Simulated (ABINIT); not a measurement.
Write the native input for ABINIT 10.8.3 (patched build) that does the following.

* Task: band structure
* Functional: BP86
* Potentials or basis: JTH PAW PBE v2.0
* Cutoff: 544 eV
* k mesh: 13 × 13 × 13
* Occupations: fermi-dirac, width 0.05 eV
* Spin: no spin polarisation
* Fine-grid cutoff: 1088.46 eV
* Exchange and correlation inside the PAW spheres: full angular mesh (pawxcdev 0, this build's default; the released program takes 1)

Crystal: C.

```
C
1.0
     0.00000    1.78337    1.78337
     1.78337    0.00000    1.78337
     1.78337    1.78337    0.00000
C
2
Direct
  0.75000 0.75000 0.75000
  0.50000 0.50000 0.50000
```

This isn't the form of C at room conditions, which is graphite.

The input as run:

run.abi

```
# Datasets: ground state, then fixed potential
ndtset 2

# Pseudopotentials
pp_dirpath "./"
pseudos "C.GGA_PBE-JTH.xml"

# Structure
acell 3*1.0
rprim
     0.0000000000     3.3700808789     3.3700808789
     3.3700808789     0.0000000000     3.3700808789
     3.3700808789     3.3700808789     0.0000000000
ntypat 1
znucl 6
natom 2
typat 1 1
xcart
     2.6750550000     2.6750550000     2.6750550000
     1.7833700000     1.7833700000     1.7833700000 Angstrom

# Plane-wave basis
ecut 20.0
pawecutdg 40.0

# Exchange and correlation
ixc -106132

# Bands and occupations
occopt 3
tsmear 0.05 eV

# SCF cycle
nstep 100

# Output
iomode 3
prtwf 0
prteig 0
prtebands 0
enunit 2
prtden1 1
prtvha1 1
prtvclmb1 1
prtpot1 1

# Dataset 1
kptopt1 1
ngkpt1 13 13 13
nshiftk1 1
shiftk1 0.0 0.0 0.0
nband1 8
tolvrs1 1.0e-9

# Dataset 2: bands along G-X-W-K-G-L-U-W-L-K
iscf2 -2
getden2 1
nband2 12
nbdbuf2 2
tolwfr2 1.0e-12
kptopt2 -9
ndivsm2 5
prteig2 1
prtvol2 -3
kptbounds2
     0.0000000000     0.0000000000     0.0000000000
     0.5000000000     0.0000000000     0.5000000000
     0.5000000000     0.2500000000     0.7500000000
     0.3750000000     0.3750000000     0.7500000000
     0.0000000000     0.0000000000     0.0000000000
     0.5000000000     0.5000000000     0.5000000000
     0.6250000000     0.2500000000     0.6250000000
     0.5000000000     0.2500000000     0.7500000000
     0.5000000000     0.5000000000     0.5000000000
     0.3750000000     0.3750000000     0.7500000000
```

Potentials or basis: JTH PAW PBE v2.0.

Command:

```sh
$ abinit run.abi > log 2>&1
```

Results of the run:

```
Pressure                : 4.0 GPa
Band gap on the k mesh  : 4.19 eV, indirect (least direct gap 5.63 eV)
Band gap along the path : 4.17 eV, indirect (least direct gap 5.63 eV)
```

Caveat: the PAW data sets were made with another functional, which shifts forces and pressure a little; the atomic spheres overlap.

Wall time 9.2 s on 1 thread of Arm Neoverse V2, with other jobs on the host, peak memory 0.11 GiB.
